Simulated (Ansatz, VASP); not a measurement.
**Fe in VASP and in Ansatz**

```
Fe
1.0
    -1.37460    1.37460    1.37460
     1.37460   -1.37460    1.37460
     1.37460    1.37460   -1.37460
Fe
1
Direct
  0.00000 0.00000 0.00000
```

Alike in both runs: task single point; functional LDA; k mesh 3 × 3 × 3; occupations fermi-dirac, width 0.05 eV; collinear spin.

```csv
,VASP,Ansatz
version,VASP 6.6.1,Ansatz 0.2.0
potentials or method,"VASP PAW LDA potentials, release 64 (Fe)","plane waves (420 eV) with PAW, scalar-relativistic"
plane-wave cutoff (eV),520,420
valence electrons in the cell,8,16
```

Ansatz gave:

```
pressure (GPa)                                                : 15.4
net moment per atom (μB)                                      : 2.41
size of the moment on the site where the two differ most (μB) : 2.40
```

**Question.** Estimate VASP's values.

**Answer.** Pressure (GPa): 14.0; net moment per atom (μB): 2.38; size of the moment on the site where the two differ most (μB): 2.33.

Site moments also hang on the region over which each program counts them. The two sets of potentials don't hold the same shells in valence. Ansatz warned: «pseudo_functional_mismatch».

Caveats: the k mesh is coarse (spacing up to 1.08 Å⁻¹), so the values aren't converged.
